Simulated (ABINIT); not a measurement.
Crystal: Hf.

```
Hf
1.0
     4.96233    0.00000    0.00000
    -2.48116    4.29750    0.00000
     0.00000    0.00000    3.08623
Hf
3
Cartesian
  0.0000 0.0000 0.0000
  0.0000 2.8650 1.5431
  2.4812 1.4325 1.5431
```

This isn't the form of Hf at room conditions, which is hcp.

```yaml
Program: ABINIT 10.8.3 (patched build)
Task: single point
Functional: PBEsol
Potentials_or_basis: PseudoDojo NC SR PBEsol v0.4.1 standard
Cutoff: 789 eV
k_mesh: 6 × 6 × 9
Occupations: fermi-dirac, width 0.05 eV
Spin: no spin polarisation
```

On this cell: pressure -2.3 GPa; largest force under 0.003 eV/Å; band gap on the k mesh none (metal or under the smearing width).

The same run follows on a disturbed copy (atoms moved at random, drawn with an rms of 0.05 Å):

```xyz
3
Lattice="4.9623 0.0000 0.0000 -2.4812 4.2975 0.0000 0.0000 0.0000 3.0862" Properties=species:S:1:pos:R:3 pbc="T T T"
Hf    0.0157    0.0386    0.0296
Hf    0.0352    2.8556    1.5094
Hf    2.4894    1.4135    1.5536
```

Q: What does the disturbed cell give?

A: The energy (extrapolated to zero smearing) moves by +3.5 meV/atom; pressure -2.2 GPa; largest force 0.251 eV/Å; band gap on the k mesh none (metal or under the smearing width).

Forces in eV/Å, atoms in the order of the input:
```
Hf   0.006 -0.146 -0.204
Hf  -0.087  0.058  0.162
Hf   0.081  0.088  0.042
```

Stress tensor (GPa, compression positive):
```
-2.46 -0.10 -0.02
-0.10 -2.32  0.10
-0.02  0.10 -1.93
```
